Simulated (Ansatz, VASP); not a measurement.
# Two plane-wave programs on Be

```xyz
1
Lattice="2.0140 0.0000 0.0000 0.0000 2.0140 0.0000 0.0000 0.0000 2.7312" Properties=species:S:1:pos:R:3 pbc="T T T"
Be    0.0000    0.0000    1.3656
```

Alike in both runs: task relaxation of cell and atoms; functional PBE; k mesh 26 × 26 × 20; occupations gaussian, width 0.1 eV; no spin polarisation.

|  | VASP | Ansatz |
| --- | --- | --- |
| version | VASP 6.6.1 | Ansatz 0.2.0 |
| potentials or method | VASP PAW PBE potentials, release 64 (Be) | scalar-relativistic, plane waves, PAW |
| plane-wave cutoff (eV) | 600 | 420 |
| valence electrons in the cell | 2 | 2 |

```tsv
	VASP	Ansatz	Ansatz less VASP
gap on the k mesh at the Fermi level, each at its own relaxed structure (eV)	none	none	-
relaxed volume (Å³/atom)	10.90	10.87	-0.027
relaxed cell length with the largest relative difference (Å)	2.664	2.662	-0.0026
energy change over the relaxation (meV/atom)	-2	-2	0.0
```

A gap of «none» marks a metal or a gap that the smearing closes.
